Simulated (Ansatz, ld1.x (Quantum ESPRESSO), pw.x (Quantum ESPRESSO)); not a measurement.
# hafnium (Hf): does the TM potential hold in the solid?

```
Element                 : Hf
Generator               : ld1.x (Quantum ESPRESSO) 7.5
Type                    : norm-conserving Troullier–Martins (Kleinman–Bylander form)
Functional              : PBE
Relativity              : scalar-relativistic
Frozen core             : [Xe] 4f14
Valence charge          : 4
Reference configuration : 5d2 6s2 6p0
Partial waves           : 6s (bound): rc 2.45 bohr; 5d (bound): rc 2.10 bohr; 6p (bound, empty): rc 4.05 bohr
Local potential         : the p channel
Core correction         : none
```

Crystal test: diamond Hf in pw.x 7.5, no spin, 8³ k-points, Fermi–Dirac smearing 0.01 Ry, cutoffs 40/160 Ry. The reference is all-electron LAPW (Ansatz 0.2.0) with the same functional, mesh and smearing; V0 and B0 come from Birch–Murnaghan fits to the pressures at five volumes. Errors are pseudo minus all-electron; Δ is the rms difference of the E(V) curves that follow from these fits, minima aligned, over ±6 % about the mean V0. Mesh and smearing are coarse, so the numbers serve the comparison and aren't converged zero-temperature values; the lattice is a test structure that the element need not adopt.

All-electron: a0 = 6.558 Å (V0 = 35.25 Å³/atom), B0 = 29.4 GPa.

Task: How far does the potential miss the all-electron equation of state?

Result: mean pressure error (GPa): +4.01. The pressure does not cross zero within the volumes sampled, so no fit is given. The largest radius (4.05 bohr) exceeds half the bond length (2.68 bohr), so the spheres overlap, which is one possible source of error among others. This is a poor potential for the solid. Atomic configuration tests: 1 of 7 tests not solved or not reliable.

| V (Å³/atom) | P all-electron (GPa) | P pseudo (GPa) |
| --- | --- | --- |
| 33.483 | 1.58 | 6.22 |
| 34.364 | 0.76 | 5.05 |
| 35.245 | 0.00 | 3.98 |
| 36.126 | -0.71 | 2.99 |
| 37.007 | -1.37 | 2.09 |

Task: At the middle volume, how do free energy and pressure move when the wave cutoff is lowered (ecutrho kept at four times it)?

Result:

| cutoff (Ry) | shift of F (meV/atom) | shift of P (GPa) |
| --- | --- | --- |
| 18 | +520.5 | -7.79 |
| 24 | +70.7 | -1.77 |
| 32 | +1.9 | -0.05 |

The run at the middle volume (29 k-points, 9 iterations) took about 8 s on one core of a shared host (Neoverse-V2, 192 threads, 742 GiB, load 36).
